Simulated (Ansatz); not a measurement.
# Zr3Si2: the cost of one run

Computed with Ansatz 0.2.0 (DFT r2SCAN, scalar-relativistic, plane waves, PAW, unless a step's input says otherwise).

1 further run of the same task is left out (set aside as unsound or not needed). Runs told in other sessions of the task aren't counted.

## 1. The structure to begin with

It takes space group P4/mbm (No. 127, tetragonal). The conventional cell has a = 7.108 Å, b = 7.108 Å, c = 3.705 Å, α = 90.00°, β = 90.00°, γ = 90.00°. Zr (site symmetry m2m) has 6 Si at 2.76 to 2.83 Å in its first shell of neighbours. Zr (site symmetry 4/m) is surrounded by 4 Si at 2.82 Å and 8 Zr at 3.21 Å. Si (site symmetry m2m) has 1 Si at 2.45 Å and 8 Zr at 2.76 to 2.83 Å in its first shell of neighbours.

Coordinates:

```cif
data_structure
_symmetry_space_group_name_H-M 'P 1'
_symmetry_Int_Tables_number 1
_cell_length_a 7.1084
_cell_length_b 7.1084
_cell_length_c 3.7051
_cell_angle_alpha 90.000
_cell_angle_beta 90.000
_cell_angle_gamma 90.000
_cell_volume 187.22
loop_
_atom_site_label
_atom_site_type_symbol
_atom_site_fract_x
_atom_site_fract_y
_atom_site_fract_z
_atom_site_occupancy
Zr1 Zr 0.17391 0.67391 0.50000 1
Zr2 Zr 0.82609 0.32609 0.50000 1
Zr3 Zr 0.32609 0.17391 0.50000 1
Zr4 Zr 0.67391 0.82609 0.50000 1
Zr5 Zr 0.00000 0.00000 0.00000 1
Zr6 Zr 0.50000 0.50000 0.00000 1
Si1 Si 0.62195 0.12195 0.00000 1
Si2 Si 0.37805 0.87805 0.00000 1
Si3 Si 0.87805 0.62195 0.00000 1
Si4 Si 0.12195 0.37805 0.00000 1
```

It goes back to an entry of the Materials Project, which need not be the stable form.

This cell was relaxed beforehand with the same method: volume 18.72 Å³/atom, gap on the mesh none (metal).

## 2. Zero of energy

The reference gives a free energy of -27735.8054 eV, pressure 0.02 GPa, largest force 0.002 eV/Å and gap on the mesh none (metal). It was computed beforehand with the settings of the runs below.

## 3. The scan: a one-atom displacement scan

Atom 5 (Zr) is moved by x along the Cartesian unit vector (-0.952, 0.307, 0.000); the cell and all other atoms stay fixed. Forces below are components along that vector, summed over the moved atoms. In a periodic cell its images move with it.

## 4. Point x = -0.600 Å

The input, input.yaml:

```yaml
crystal:
  lattice:
    - [7.1084398645, 0.0, 0.0]
    - [0.0, 7.1084398645, 0.0]
    - [0.0, 0.0, 3.7051280783]
  atoms:
    - { symbol: Zr, position: [0.1739136664, 0.6739136664, 0.5] }
    - { symbol: Zr, position: [0.8260863336, 0.3260863336, 0.5] }
    - { symbol: Zr, position: [0.3260863336, 0.1739136664, 0.5] }
    - { symbol: Zr, position: [0.6739136664, 0.8260863336, 0.5] }
    - { symbol: Zr, position: [0.0803309915, -0.0259118499, 0.0] }
    - { symbol: Zr, position: [0.5, 0.5, 0.0] }
    - { symbol: Si, position: [0.6219463334, 0.1219463334, 0.0] }
    - { symbol: Si, position: [0.3780536666, 0.8780536666, 0.0] }
    - { symbol: Si, position: [0.8780536666, 0.6219463334, 0.0] }
    - { symbol: Si, position: [0.1219463334, 0.3780536666, 0.0] }
basis:
  ecutwfc: 500
kpoints:
  mp_grid: { grid: [6, 6, 10] }
hamiltonian:
  xc: r2scan
scf:
  occupations: { method: gaussian, width: 0.15 }
output:
  forces: true
  stress: true
  eigenvalues: true
```

On the command line:

```
$ ansatz run input.yaml --threads 2 --pin off --max-ram 5120MiB --backend cpu --events-out ev --progress --plain --runs-dir out
```

What time and memory should one allow on 2 threads of Arm Neoverse V1, shared host?

About 2.2 min, with a peak of 1.4 GiB.
